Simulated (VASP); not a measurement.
Here is a VASP 6.6.1 calculation.

Contents of INCAR:

```
SYSTEM = CsSnBr3
ALGO = Normal ; EDIFF = 1E-6
EDIFFG = -0.01 ; ENCUT = 600
GGA = PS ; IBRION = 2
ISIF = 3 ; ISMEAR = 0
KPAR = 4 ; LASPH = .TRUE.
LCHARG = .FALSE. ; LREAL = .FALSE.
LWAVE = .FALSE. ; NELM = 80
NSW = 90 ; PREC = Accurate
SIGMA = 0.03
```

KPOINTS

```
k-points
0
G
  6 6 6
  0 0 0
```

The input POSCAR:

```
CsSnBr3
1.0
    5.8390056100      0.0000000000      0.0000000000
    0.0000000000      5.8390056100      0.0000000000
    0.0000000000      0.0000000000      5.8390056100
Cs Sn Br
1 1 3
Direct
    0.0000000000      0.0000000000      0.0000000000
    0.5000000000      0.5000000000      0.5000000000
    0.5000000000      0.0000000000      0.5000000000
    0.5000000000      0.5000000000      0.0000000000
    0.0000000000      0.5000000000      0.5000000000
```

Potentials or basis: VASP PAW PBE potentials, release 64 (Cs_sv, Sn_d, Br).

Command:

```bash
$ cat potpaw_PBE.64/Cs_sv/POTCAR potpaw_PBE.64/Sn_d/POTCAR potpaw_PBE.64/Br/POTCAR > POTCAR
$ mpirun -np 4 vasp_std > vasp.out
```

Problem. Predict the band gap on the k mesh.

Solution. 0.22 eV, direct.

Problem. Predict the relaxed cell.

Solution. a = 5.769 Å, b = 5.769 Å, c = 5.769 Å, α = 90.00°, β = 90.00°, γ = 90.00°.

Problem. Estimate the relaxed volume.

Solution. 38.40 Å³/atom.

Problem. What does it give for the space group after relaxing (to 0.05 Å)?

Solution. Pm-3m (No. 221).

Final structure:
```
CELL_PARAMETERS angstrom
5.76883 0.00000 0.00000
0.00000 5.76883 0.00000
0.00000 0.00000 5.76883
ATOMIC_POSITIONS crystal
Cs 0.00000 0.00000 0.00000
Sn 0.50000 0.50000 0.50000
Br 0.50000 0.00000 0.50000
Br 0.50000 0.50000 0.00000
Br 0.00000 0.50000 0.50000
```

Caveat: the PAW data sets were made with another functional, which shifts forces and pressure a little; spin-orbit coupling is left out, which moves the levels of the heavy elements. A k mesh can miss the band edges.
